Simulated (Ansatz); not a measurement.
# Ir: the cost of one run

Program: Ansatz 0.2.0. Level of theory: DFT PBE, plane waves, PAW, scalar-relativistic, no spin polarisation. These are calculated values, not measurements.

### 1 Starting point

The cell holds 16 atoms (Ir16): a = 5.431 Å, b = 5.431 Å, c = 19.651 Å, α = 90.00°, β = 90.00°, γ = 60.00°.

Coordinates:

```xyz
16
Lattice="5.4306 0.0000 0.0000 2.7153 4.7030 0.0000 0.0000 0.0000 19.6511" Properties=species:S:1:pos:R:3 pbc="T T T"
Ir    0.0000    0.0000    1.0000
Ir    2.7153    0.0000    1.0000
Ir    1.3576    2.3515    1.0000
Ir    4.0729    2.3515    1.0000
Ir    1.3576    0.7838    3.2170
Ir    4.0729    0.7838    3.2170
Ir    2.7153    3.1353    3.2170
Ir    5.4306    3.1353    3.2170
Ir    0.0000    1.5677    5.4341
Ir    2.7153    1.5677    5.4341
Ir    1.3576    3.9192    5.4341
Ir    4.0729    3.9192    5.4341
Ir    0.0000    0.0000    7.6511
Ir    2.7153    0.0000    7.6511
Ir    1.3576    2.3515    7.6511
Ir    4.0729    2.3515    7.6511
```

### 2 Relaxing the start

The input, input.yaml:

```yaml
crystal:
  lattice:
    - [5.43058, 0.0, 0.0]
    - [2.71529, 4.70302, 0.0]
    - [0.0, 0.0, 19.651075]
  atoms:
    - { symbol: Ir, position: [0.0, 0.0, 0.0508878] }
    - { symbol: Ir, position: [0.5, 0.0, 0.0508878] }
    - { symbol: Ir, position: [0.0, 0.5, 0.0508878] }
    - { symbol: Ir, position: [0.5, 0.5, 0.0508878] }
    - { symbol: Ir, position: [0.1666667, 0.1666667, 0.1637073] }
    - { symbol: Ir, position: [0.6666667, 0.1666667, 0.1637073] }
    - { symbol: Ir, position: [0.1666667, 0.6666667, 0.1637073] }
    - { symbol: Ir, position: [0.6666667, 0.6666667, 0.1637073] }
    - { symbol: Ir, position: [-0.1666667, 0.3333333, 0.2765269] }
    - { symbol: Ir, position: [0.3333333, 0.3333333, 0.2765269] }
    - { symbol: Ir, position: [-0.1666667, 0.8333333, 0.2765269] }
    - { symbol: Ir, position: [0.3333333, 0.8333333, 0.2765269] }
    - { symbol: Ir, position: [0.0, 0.0, 0.3893464] }
    - { symbol: Ir, position: [0.5, 0.0, 0.3893464] }
    - { symbol: Ir, position: [0.0, 0.5, 0.3893464] }
    - { symbol: Ir, position: [0.5, 0.5, 0.3893464] }
basis:
  ecutwfc: 420.0
kpoints:
  mp_grid: { grid: [3, 3, 1] }
hamiltonian:
  xc: pbe
  pseudopotentials: { kind: paw, azcp: { folder: soft_1 } }
scf:
  occupations: { method: fermi_dirac, width: 0.05 }
  lower_state_search: "off"
relax:
  f_tol: 0.08
  max_steps: 25
  adjacent_minimum: "off"
  constraints: [{ sites: [0, 1, 2, 3] }]
```

On the command line:

```
$ ansatz run input.yaml --threads 4 --pin off --max-ram 10240MiB --backend cpu --events-out ev --progress --plain --runs-dir out
```

What time and memory should one allow on 4 threads of AMD EPYC 7R32 (Zen 2), shared host?

About 14 s, with a peak of 1.4 GiB.
